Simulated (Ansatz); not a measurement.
A plane-wave DFT run in Ansatz 0.2.0 (scalar-relativistic PAW potentials unless the input names others): input and command.

```yaml
crystal:
  lattice:
    - [3.81018958, 0.0, 0.0]
    - [0.0, 1.90509479, -1.90509479]
    - [0.0, 6.70523386, 6.70523386]
  atoms:
    - { symbol: Zn, position: [0.5, 0.5, 0.0710159336] }
    - { symbol: Zn, position: [0.0, 0.0, 0.2130762128] }
    - { symbol: Zn, position: [0.5, 0.5, 0.355136492] }
    - { symbol: Zn, position: [0.0, 0.0, 0.4971967713] }
    - { symbol: Zn, position: [0.5, 0.5, 0.6392570505] }
    - { symbol: Zn, position: [0.0, 0.0, 0.7813173297] }
    - { symbol: S, position: [0.75, 0.0, 0.355136492] }
    - { symbol: S, position: [0.25, 0.5, 0.4971967713] }
    - { symbol: S, position: [0.75, 0.0, 0.6392570505] }
    - { symbol: S, position: [0.25, 0.5, 0.7813173297] }
    - { symbol: S, position: [0.75, 0.0, 0.0710159336] }
    - { symbol: S, position: [0.25, 0.5, 0.2130762128] }
basis:
  ecutwfc: 420
kpoints:
  mp_grid: { grid: [5, 7, 3] }
hamiltonian:
  xc: pbe
scf:
  occupations: { method: gaussian, width: 0.05 }
  max_iter: 75
output:
  forces: true
  eigenvalues: true
  stress: true
```

```bash
ansatz run input.yaml --threads 2 --pin off --max-ram 5120MiB --backend cpu --events-out ev --progress --plain --runs-dir out
```

Abridged log:
```
Basis set: ecut = 420 eV, 1911 PW (Γ), exchange–correlation on 54×40×128 points (8 copies of the dense FFT grid, shifted against one another)
Bands: 66, of which v1, the nominal top of the filled ones, is band 54 counted from 1 (53 counted from 0)
Symmetry: 4 space group operations
k-points: 24 of 105 (time reversal used)
SCF iter   1: F=—  HF=-25205.528381 eV  |F-HF|=—  |Δ(HF+E_count)|=         —  Δρ=3.26e-2  dr2=2.08e0  ethr=1.77e-3  ⟨swp⟩=10.4  Hψ=9776  notcnv=0  defer=38
SCF iter   2: F=—  HF=-25205.137067 eV  |F-HF|=—  |Δ(HF+E_count)|=   3.91e-1  Δρ=2.08e-2  dr2=1.09e0  ethr=1.77e-3  ⟨swp⟩=2.0  Hψ=1958  notcnv=0  defer=151
SCF iter   3: F=—  HF=-25205.018083 eV  |F-HF|=—  |Δ(HF+E_count)|=   1.19e-1  Δρ=1.33e-2  dr2=2.96e-1  ethr=1.01e-3  ⟨swp⟩=2.8  Hψ=2435  notcnv=0  defer=151
SCF iter   4: F=—  HF=-25204.942419 eV  |F-HF|=—  |Δ(HF+E_count)|=   7.57e-2  Δρ=4.73e-3  dr2=7.45e-2  ethr=2.74e-4  ⟨swp⟩=3.1  Hψ=2630  notcnv=0  defer=151
SCF iter   5: F=—  HF=-25204.932744 eV  |F-HF|=—  |Δ(HF+E_count)|=   9.67e-3  Δρ=2.66e-3  dr2=1.37e-2  ethr=6.90e-5  ⟨swp⟩=2.3  Hψ=2592  notcnv=0  defer=156
SCF iter   6: F=—  HF=-25204.930487 eV  |F-HF|=—  |Δ(HF+E_count)|=   2.26e-3  Δρ=1.48e-3  dr2=2.64e-3  ethr=1.26e-5  ⟨swp⟩=2.0  Hψ=2757  notcnv=0  defer=156
SCF iter   7: F=—  HF=-25204.929774 eV  |F-HF|=—  |Δ(HF+E_count)|=   7.14e-4  Δρ=5.91e-4  dr2=5.57e-4  ethr=2.45e-6  ⟨swp⟩=2.0  Hψ=2593  notcnv=0  defer=156
SCF iter   8: F=—  HF=-25204.929802 eV  |F-HF|=—  |Δ(HF+E_count)|=   2.86e-5  Δρ=3.41e-4  dr2=8.14e-5  ethr=5.15e-7  ⟨swp⟩=2.0  Hψ=2574  notcnv=0  defer=156
SCF iter   9: F=—  HF=-25204.929860 eV  |F-HF|=—  |Δ(HF+E_count)|=   5.74e-5  Δρ=2.36e-4  dr2=4.02e-5  ethr=7.54e-8  ⟨swp⟩=2.1  Hψ=2833  notcnv=0  defer=156
SCF iter  10: F=—  HF=-25204.929845 eV  |F-HF|=—  |Δ(HF+E_count)|=   1.43e-5  Δρ=4.96e-5  dr2=2.96e-6  ethr=3.72e-8  ⟨swp⟩=2.0  Hψ=2635  notcnv=0  defer=156
SCF iter  11: F=—  HF=-25204.929846 eV  |F-HF|=—  |Δ(HF+E_count)|=   3.63e-7  Δρ=1.89e-5  dr2=5.13e-7  ethr=2.74e-9  ⟨swp⟩=2.0  Hψ=2596  notcnv=0  defer=156
SCF iter  12: F=-25204.929846 eV  HF=-25204.929846 eV  |F-HF|=2.06e-8  |Δ(HF+E_count)|=   5.74e-8  Δρ=5.58e-6  dr2=3.92e-8  ethr=9.26e-11  ⟨swp⟩=13.7  Hψ=11452  notcnv=0
SCF 1 converged in 12 iterations: F = -25204.929846 eV  dr2 = 3.92e-8
SCF converged after 12 iterations
Free energy (F): -25204.929846 eV
Harris-Foulkes:  -25204.929846 eV  (|F-HF|=2.06e-8)
Internal energy: -25204.927489 eV  (E = F + TS)
E sigma→0 (E₀):  -25204.928667 eV
Entropy (-TS):   -0.002357 eV (-0.196 meV/atom)
Fermi energy:    24.799537 eV
--- Forces (eV/Å), atoms counted from 1 ---
  atom   1  Zn   -12.07572032   -14.21992876   -14.21992876
  atom   2  Zn    -0.42071943    -0.53772242    -0.53772242
  atom   3  Zn     0.02491275    -0.15143283    -0.15143283
  atom   4  Zn     0.02491275     0.15143283     0.15143283
  atom   5  Zn    -0.42071943     0.53772242     0.53772242
  atom   6  Zn   -12.07572032    14.21992876    14.21992876
  atom   7  S     -0.01543459    -0.01524387    -0.01524387
  atom   8  S     -0.01543459     0.01524387     0.01524387
  atom   9  S      0.14198725     2.06381473     2.06381473
  atom  10  S     12.34497305    17.05837035    17.05837035
  atom  11  S     12.34497305   -17.05837035   -17.05837035
  atom  12  S      0.14198725    -2.06381473    -2.06381473
--- Stress (GPa, compression-positive) ---
      580.424533       0.000000       0.000000
        0.000000     581.377246     -57.903697
        0.000000     -57.903697     581.377246
  P = ⅓ Tr σ = 581.0597 GPa (5810.597 kbar)
```

Question: The run was meant for a cell not far from equilibrium. What should be changed?

Answer: The fault is a lattice far too small (lattice vectors times 0.700). Setting it back cures it. The run converged all the same, with an energy at zero smearing 10.8 eV/atom above the reference's, pressure 581.06 GPa, largest force 27.099 eV/Å, no gap on the mesh, so convergence alone doesn't show that an input is right. A reference run of the cell with lattice vectors 5.4431 0.0000 0.0000; 0.0000 2.7216 -2.7216; 0.0000 9.5789 9.5789 Å and the atoms in their places converged with pressure -1.34 GPa, largest force 1.416 eV/Å, gap on the mesh 1.45 eV.

The run took 13 s on 2 threads of Arm Neoverse V2, with other jobs on the host, peak memory 0.41 GiB.